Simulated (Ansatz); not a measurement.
## Frozen normal mode in P

All numbers below come from DFT PBEsol, scalar-relativistic, plane waves, PAW (Ansatz). The runs took a 420 eV cutoff, a Γ-centred 4×4×4 mesh and Gaussian smearing (0.05 eV). Collinear spins, started from moments 3.2, 3.2, 3.2, 3.2, 3.2, 3.2, 3.2, 3.2 μB in atom order; the magnetic state may not be the lowest. Energies are free energies at this smearing, counted from the undisturbed cell; pressure is positive in compression.

The starting cell (relaxed at this level; this form isn't the usual structure):

```yaml
crystal:
  lattice:
    - [9.20000, 0.00000, 7.40000]
    - [0.00000, -9.20000, -7.40000]
    - [0.00000, 9.20000, -7.40000]
  atoms:
    - { symbol: P, position: [0.50000, 0.50000, 0.00000] }
    - { symbol: P, position: [0.50000, 0.00000, 0.50000] }
    - { symbol: P, position: [0.00000, 0.50000, 0.50000] }
    - { symbol: P, position: [0.00000, 0.00000, 0.00000] }
    - { symbol: P, position: [0.00000, 0.93750, 0.43750] }
    - { symbol: P, position: [0.00000, 0.43750, 0.93750] }
    - { symbol: P, position: [0.50000, 0.56250, 0.56250] }
    - { symbol: P, position: [0.50000, 0.06250, 0.06250] }
```

A zone-centre mode of this cell is frozen in: each atom moves by x times its row below, so x is the largest displacement.
```
atom ux uy uz
  P1   0.900   0.040   0.000
  P2  -0.900  -0.040   0.000
  P3  -0.040  -0.900   0.000
  P4   0.040   0.900   0.000
  P5   0.000   0.000   1.000
  P6   0.000   0.000  -1.000
  P7   0.000   0.000   0.045
  P8   0.000   0.000  -0.045
```

```csv
x (Å),ΔE (meV/cell)
-0.4000,5.4
-0.2000,1.2
0.0000,0.0
0.3000,2.8
```

Question: Predict the gap on the mesh (eV) at each point.

Answer:
| x (Å) | gap on the mesh (eV) |
| --- | --- |
| -0.4000 | 2.04 |
| -0.2000 | 2.12 |
| 0.0000 | 2.16 |
| 0.3000 | 2.08 |

Cost: 4 runs of about 18 core-minutes in all, on Intel Xeon Processor @ 2.70GHz (shared hosts).